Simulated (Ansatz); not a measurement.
# Si2W: the cost of one run

Method: DFT r2SCAN, scalar-relativistic, plane waves, PAW, in Ansatz 0.2.0.

2 further runs of the same task are left out: 2 set aside as unsound or not needed.

## 1. Starting point

Symmetry: I4/mmm, No. 139, tetragonal system. The conventional cell has a = 3.211 Å, b = 3.211 Å, c = 7.805 Å, α = 90.00°, β = 90.00°, γ = 90.00°. Around Si (site symmetry 4mm) lie 5 Si at 2.58 to 2.63 Å and 5 W at 2.61 Å. Around W (site symmetry 4/mmm) lie 10 Si at 2.61 Å.

Structure file:

```xyz
3
Lattice="-1.6056 1.6056 3.9023 1.6056 -1.6056 3.9023 1.6056 1.6056 -3.9023" Properties=species:S:1:pos:R:3 pbc="T T T"
Si    0.0000    0.0000    2.6132
Si    0.0000    0.0000    5.1914
W     0.0000    0.0000    0.0000
```

This cell was relaxed beforehand with the same method: volume 13.41 Å³/atom, gap on the mesh none (metal).

## 2. The bulk in the cell of the plane

The input, input.yaml:

```yaml
crystal:
  lattice:
    - [3.2112931008, 0.0, 0.0]
    - [-1.6056465504, 4.2197285855, 0.0]
    - [0.0, 1.2219273314, 2.9697301184]
  atoms:
    - { symbol: Si, position: [0.6651751051, 0.3303502102, 0.3348248949] }
    - { symbol: Si, position: [0.3348248949, 0.6696497898, 0.6651751051] }
    - { symbol: W, position: [0.0, 0.0, 0.0] }
basis:
  ecutwfc: 500
kpoints:
  mp_grid: { grid: [12, 8, 12] }
hamiltonian:
  xc: r2scan
scf:
  occupations: { method: gaussian, width: 0.1 }
output:
  forces: true
  stress: true
  eigenvalues: true
```

The run is started by

```
ansatz run input.yaml --threads 1 --pin off --max-ram 2560MiB --backend cpu --events-out ev --progress --plain --runs-dir out
```

**Question.** How long does this run take on 1 thread of Intel Xeon at 2.50GHz (Skylake/Cascade Lake), shared host, and how much memory does it need?

About 45 s, with a peak of 0.59 GiB.
